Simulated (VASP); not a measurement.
Runs of VASP 6.6.1 on Si. Symmetry: Fd-3m, No. 227, cubic system. Conventional cell: a = 5.436 Å, b = 5.436 Å, c = 5.436 Å, α = 90.00°, β = 90.00°, γ = 90.00°. Si (site symmetry -43m) is surrounded by 4 Si at 2.35 Å. 

| task | level | potentials or basis | cell | k mesh | cutoff (eV) | by perturbation theory | gap on the mesh (eV) | pressure (GPa) |
| --- | --- | --- | --- | --- | --- | --- | --- | --- |
| relaxation of the atoms | PBEsol | VASP PAW PBE potentials, release 64 (Si) | atoms relaxed from: a relaxed cell with its volume scaled by 0.94 | 10 × 10 × 10 | 600 | - | 0.36 | 6.6 |
| relaxation of the atoms | PBEsol | VASP PAW PBE potentials, release 64 (Si) | atoms relaxed from: a relaxed cell with its volume scaled by 1.04 | 10 × 10 × 10 | 600 | - | 0.54 | -3.4 |
| relaxation of the atoms | PBEsol | VASP PAW PBE potentials, release 64 (Si) | atoms relaxed from: a relaxed cell with its volume scaled by 1.06 | 10 × 10 × 10 | 600 | - | (a) | -4.8 |
| relaxation of the atoms | PBEsol | VASP PAW PBE potentials, release 64 (Si) | atoms relaxed | 10 × 10 × 10 | 600 | - | 0.47 | 0.0 |
| single point | LDA | VASP PAW LDA potentials, release 64 (Si) | Fd-3m, 19.98 Å³/atom | 6 × 6 × 6 | 520 | - | 0.59 | -1.2 |
| relaxation of the atoms | PBEsol | VASP PAW PBE potentials, release 64 (Si) | atoms relaxed from: a relaxed cell with its volume scaled by 1.02 | 10 × 10 × 10 | 600 | - | 0.50 | -1.8 |
| relaxation of cell and atoms | PBEsol | VASP PAW PBE potentials, release 64 (Si) | relaxed | 10 × 10 × 10 | 600 | - | 0.47 | 0.0 |
| relaxation of cell and atoms | r2SCAN | VASP PAW PBE potentials, release 64 (Si) | relaxed | 10 × 10 × 10 | 600 | - | (b) | 0.0 |

Alike in all rows: no spin polarisation; smearing gaussian 0.03 eV.

Problem. Estimate the missing entries.

Solution. (a) 0.57; (b) 0.79.

Caveats: the PAW data sets were made with another functional, which shifts forces and pressure a little (some runs); the relaxation stopped at its first step, so nothing moved (some runs).

A k mesh can miss the band edges.
